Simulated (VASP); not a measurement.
# C (I4_1/amd) in VASP: further runs, part 2 of 2

VASP 6.6.1.

## 3. Single point, PBEsol

This run uses another cell than the first one, of the same volume but with other edges.

File INCAR:

```
SYSTEM = C
ALGO     = Fast           ! electronic algorithm
EDIFF    = 1E-6           ! SCF threshold, eV
ENCUT    = 520            ! plane-wave cutoff, eV
GGA      = PS             ! functional
ISIF     = 2              ! what is computed and relaxed
ISMEAR   = 0              ! smearing method
LASPH    = .TRUE.         ! aspherical terms in the spheres
LCHARG   = .FALSE.        ! write CHGCAR
LREAL    = .FALSE.        ! projectors in reciprocal space
LWAVE    = .FALSE.        ! write WAVECAR
NBANDS   = 11             ! bands
NELM     = 100            ! most SCF steps
PREC     = Accurate       ! precision mode
SIGMA    = 0.05           ! smearing width, eV
```

File KPOINTS:

```
k-points
0
G
  12 12 12
  0 0 0
```

File POSCAR:

```
C
1.0
    0.0000000000      1.9946084005      1.4101881391
    1.9946084005      0.0000000000      1.4101881391
    1.9946084005      1.9946084005      0.0000000000
C
2
Direct
    0.5000000000      0.5000000000      0.5000000000
    0.7500000000      0.7500000000      0.7500000000
```

Potentials or basis: VASP PAW PBE potentials, release 64 (C).

Run with:

```
> cat potpaw_PBE.64/C/POTCAR > POTCAR
> mpirun -np 1 vasp_std > vasp.out
```

OUTCAR:

```text
SYSTEM = C
   EDIFF = 1E-6
   ENCUT = 520
   GGA = PS
   ISIF = 2
   ISMEAR = 0
   LASPH = .TRUE.
   LREAL = .FALSE.
   NELM = 100
   PREC = Accurate

 ion  position               nearest neighbor table
   1  0.500  0.500  0.500-   2 1.58   2 1.58   2 1.58   2 1.58
   2  0.750  0.750  0.750-   1 1.58   1 1.58   1 1.58   1 1.58

  LATTYP: Found a body centered tetragonal cell.
 ALAT       =     2.8208022516
 C/A-ratio  =     0.9998489886

  Lattice vectors:

 A1 = (   0.0000000000,  -1.9946084005,  -1.4101881391)
 A2 = (   0.0000000000,   1.9946084005,  -1.4101881391)
 A3 = (   1.9946084005,   0.0000000000,   1.4101881391)

Analysis of symmetry for initial positions (statically):
=====================================================================
 Subroutine PRICEL returns:
 Original cell was already a primitive cell.

 Routine SETGRP: Setting up the symmetry group for a
 body centered tetragonal supercell.

 Subroutine GETGRP returns: Found 16 space group operations
 (whereof  8 operations were pure point group operations)
 out of a pool of 16 trial point group operations.

The static configuration has the point symmetry D_2d.
 The point group associated with its full space group is D_4h.

Analysis of symmetry for dynamics (positions and initial velocities):
=====================================================================
 Subroutine PRICEL returns:
 Original cell was already a primitive cell.

 Routine SETGRP: Setting up the symmetry group for a
 body centered tetragonal supercell.

 Subroutine GETGRP returns: Found 16 space group operations
 (whereof  8 operations were pure point group operations)
 out of a pool of 16 trial point group operations.

The dynamic configuration has the point symmetry D_2d.
 The point group associated with its full space group is D_4h.

 Subroutine INISYM returns: Found 16 space group operations
 (whereof  8 operations are pure point group operations),
 and found     1 'primitive' translations

----------------------------------------------------------------------------------------
[... 118 lines left out ...]
   GGA     = PS    functional components
   LHFCALC =     F    Hartree Fock is set to
   AEXX    =    0.0000 exact exchange contribution
   IVDW    =     0    specifies the selected vdW correction
   LEPSILON=     F    determine dielectric tensor
   LRPA    =     F    only Hartree local field effects (RPA)
 non-spin polarized calculation
 RMM-DIIS sequential band-by-band and
 Gauss-broadening in eV      SIGMA  =   0.05
  energy-cutoff  :      520.00
  volume of cell :       11.22
 maximum number of plane-waves:       321
   NGX =  9   NGY =  9   NGZ = 11

 number of electron       8.0000000 magnetization

 Free energy of the ion-electron system (eV)
  ---------------------------------------------------
  ext. energy  EPLUGINS =         0.00000000
  ---------------------------------------------------
  free energy    TOTEN  =       -17.35558607 eV

  energy without entropy =      -17.35553405  energy(sigma->0) =      -17.35556006

 E-fermi :  10.5591     XC(G=0): -13.6357

 val. band max:       10.5352208032   @ k =  -0.4167   0.4167   0.0000
 cond. band min:      10.7271903803   @ k =   0.1667   0.0000   0.0833
 fundamental gap:      0.1919695771
 Fermi energy:        10.5590671580

 k-point     1 :       0.0000    0.0000    0.0000
  band No.  band energies     occupation
      1     -11.6554      2.00000
      2       8.6693      2.00000
      3       8.6693      2.00000
      4      12.5757      0.00000
      5      14.0714      0.00000
      6      18.0982      0.00000
      7      18.0982      0.00000
      8      22.1658      0.00000
      9      28.5521      0.00000
     10      30.5184      0.00000
     11      33.2891      0.00000
[... 309 lines left out ...]
 k-point    24 :      -0.4167    0.1667    0.0000
  band No.  band energies     occupation
      1      -5.8418      2.00000
      2      -0.8737      2.00000
      3       3.7913      2.00000
      4       7.2475      2.00000
      5      13.4166      0.00000
      6      19.7075      0.00000
      7      20.7953      0.00000
      8      23.9591      0.00000
      9      30.8273      0.00000
     10      32.9717      0.00000
     11      34.9889      0.00000

 [... further k-points ...]
[... 5 lines left out ...]
  --------------------------------------------------------------------------------------
  -------------------------------------------------------------------------------------
  Total       -4.2164147     -4.2164147      8.5525476      0.0000000      0.0000000     -0.0000000
  in kB     -602.0486121   -602.0486121   1221.1914139      0.0000000      0.0000000     -0.0000000
  external PRESSURE =       5.6980632 kB  Pullay stress =       0.0000000 kB

 VOLUME and BASIS-vectors are now :
 -----------------------------------------------------------------------------
  energy-cutoff  :      520.00
  volume of cell :       11.22
      direct lattice vectors                 reciprocal lattice vectors
     0.000000000  1.994608400  1.410188139    -0.250675772  0.250675772  0.354562619
     1.994608400  0.000000000  1.410188139     0.250675772 -0.250675772  0.354562619
     1.994608400  1.994608400  0.000000000     0.250675772  0.250675772 -0.354562619

 POSITION                                       TOTAL-FORCE (eV/Angst)
 -----------------------------------------------------------------------------------
      1.99461      1.99461      1.41019         0.000000     -0.000000      0.000000
      2.99191      2.99191      2.11528        -0.000000      0.000000     -0.000000
 -----------------------------------------------------------------------------------
    total drift:                                0.000000     -0.000000      0.000000

  FREE ENERGIE OF THE ION-ELECTRON SYSTEM (eV)
  ---------------------------------------------------
  free  energy   TOTEN  =       -17.3555860716 eV

  energy  without entropy=      -17.3555340535  energy(sigma->0) =      -17.35556006
```

OSZICAR:

```text
N       E                     dE             d eps       ncg     rms          rms(c)
DAV:   1     0.130769777296E+01    0.13077E+01   -0.47070E+03  3749   0.698E+02
DAV:   2    -0.174621443770E+02   -0.18770E+02   -0.18059E+02  4675   0.126E+02
DAV:   3    -0.178329024502E+02   -0.37076E+00   -0.36896E+00  4196   0.134E+01
DAV:   4    -0.178334833863E+02   -0.58094E-03   -0.58092E-03  3823   0.647E-01
DAV:   5    -0.178334839535E+02   -0.56726E-06   -0.56759E-06  4105   0.194E-02    0.505E+00
RMM:   6    -0.174776460629E+02    0.35584E+00   -0.11392E-01  3587   0.232E+00    0.295E+00
RMM:   7    -0.173554036267E+02    0.12224E+00   -0.14791E-01  3652   0.280E+00    0.587E-01
RMM:   8    -0.173555751590E+02   -0.17153E-03   -0.43556E-03  3777   0.665E-01    0.481E-02
RMM:   9    -0.173555837798E+02   -0.86208E-05   -0.18254E-04  3903   0.140E-01    0.204E-02
RMM:  10    -0.173555917752E+02   -0.79953E-05   -0.22133E-05  3880   0.346E-02    0.157E-02
RMM:  11    -0.173555860226E+02    0.57526E-05   -0.50117E-06  3963   0.166E-02    0.109E-03
RMM:  12    -0.173555860716E+02   -0.49021E-07   -0.31570E-07  3060   0.547E-03
   1 F= -.17355586E+02 E0= -.17355560E+02  d E =-.520181E-04
```

Wall time 20 s (1 thread of Intel Xeon Platinum 8375C at 2.90GHz (Ice Lake), shared host); peak memory 0.12 GiB.

What came out:

| Quantity | Value |
| --- | --- |
| Free energy | -17.3556 eV |
| Pressure | 0.6 GPa |
| Band gap on the k mesh | none (metal or under the smearing width) |

Stress tensor (GPa, compression positive):
```
-60.20   0.00   0.00
  0.00 -60.20   0.00
  0.00   0.00 122.12
```

Caveat: the PAW data sets were made with another functional, which shifts forces and pressure a little.

## 4. Single point, PBEsol

This run uses another cell than the first one, of the same volume but with other edges.

File INCAR:

```
SYSTEM = C
  PREC = Accurate
  ENCUT = 520
  EDIFF = 1E-6
  ISMEAR = 0
  SIGMA = 0.05
  LREAL = .FALSE.
  LASPH = .TRUE.
  NELM = 60
  ALGO = Normal
  ISIF = 2
  LWAVE = .FALSE.
  LCHARG = .FALSE.
  GGA = PS
  NBANDS = 11
```

File KPOINTS:

```
regular mesh
0
G
  12 12 12
  0 0 0
```

File POSCAR:

```
C
1.0
    0.0000000000      1.7213395737      1.8934735311
    1.7213395737      0.0000000000      1.8934735311
    1.7213395737      1.7213395737      0.0000000000
C
2
Direct
    0.5000000000      0.5000000000      0.5000000000
    0.7500000000      0.7500000000      0.7500000000
```

Run with:

```
> cat potpaw_PBE.64/C/POTCAR > POTCAR
> mpirun -np 1 vasp_std > vasp.out
```

Run time: 26 s. Hardware: 1 thread of Intel Xeon Platinum 8375C at 2.90GHz (Ice Lake), shared host; peak memory 0.12 GiB.

It converged, with:

```yaml
Free_energy: -19.0399 eV
Pressure: 1.3 GPa
Band_gap_on_the_k_mesh: 2.86 eV, indirect (least direct gap 4.73 eV)
```

Stress tensor (GPa, compression positive):
```
 33.69   0.00   0.00
  0.00  33.69   0.00
  0.00   0.00 -63.43
```

Levels at points of the mesh, in eV from the valence-band top:
```csv
k point,band 1,band 2,band 3,band 4,band 5,band 6,band 7,band 8,band 9
"(0.00, 0.00, 0.00)",-22.21,-1.61,0.00,0.00,4.73,4.73,5.90,12.87,18.66
"(0.50, 0.00, 0.00)",-16.27,-14.10,-4.28,-2.43,6.08,8.30,9.84,15.12,21.05
"(0.50, 0.50, 0.00)",-14.35,-14.35,-5.93,-5.93,5.62,5.62,15.98,15.98,21.66
"(0.50, 0.00, 0.50)",-12.86,-12.86,-7.34,-7.34,3.41,3.41,16.08,16.08,22.72
```

Caveat: the PAW data sets were made with another functional, which shifts forces and pressure a little. A k mesh can miss the band edges.
